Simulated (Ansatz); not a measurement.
A run of Ansatz 0.2.0 is set up as follows.

input.yaml

```yaml
crystal:
  lattice:
    - [0.0, 3.059, 3.059]
    - [3.059, 0.0, 3.059]
    - [3.059, 3.059, 0.0]
  atoms:
    - { symbol: Sb, position: [0.75, 0.75, 0.75] }
    - { symbol: Ga, position: [0.0, 0.0, 0.0] }
hamiltonian:
  xc: pbe
  pseudopotentials: { kind: paw }
kpoints:
  mp_grid: { grid: [8, 8, 8] }
scf:
  occupations: { method: gaussian, width: 0.027 }
output:
  forces: true
  stress: true
  eigenvalues: true
  write_density: true
  write_potential: true
  elf: true
  volumetric_format: npy
```

Potentials or basis: Ansatz PAW.

Launch:

```sh
$ ansatz run input.yaml --threads 2 --pin off --max-ram 5632MiB --backend cpu --events-out ev --progress --plain --runs-dir out
```

Problem. Estimate the band gap on the k mesh.

Solution. 0.03 eV, direct.

Problem. Predict the pressure.

Solution. 2.3 GPa.

Caveat: spin-orbit coupling is left out, which moves the levels of the heavy elements.

**Measured values to compare with.**

From a printed reference work, data compilation, for a bulk crystal of GaSb at 4.2 K: band gap 0.811 eV (direct).

A measured gap of GaSb is 0.811 eV (direct; 4.2 K; a printed reference work, data compilation); the calculated 0.03 eV misses it by -0.78 eV. Spin-orbit coupling on Ga, Sb is left out. The value is that of PBE on a finite k mesh, which can miss the band edges, without temperature or zero-point motion. Semilocal functionals fall short of measured gaps as a rule.
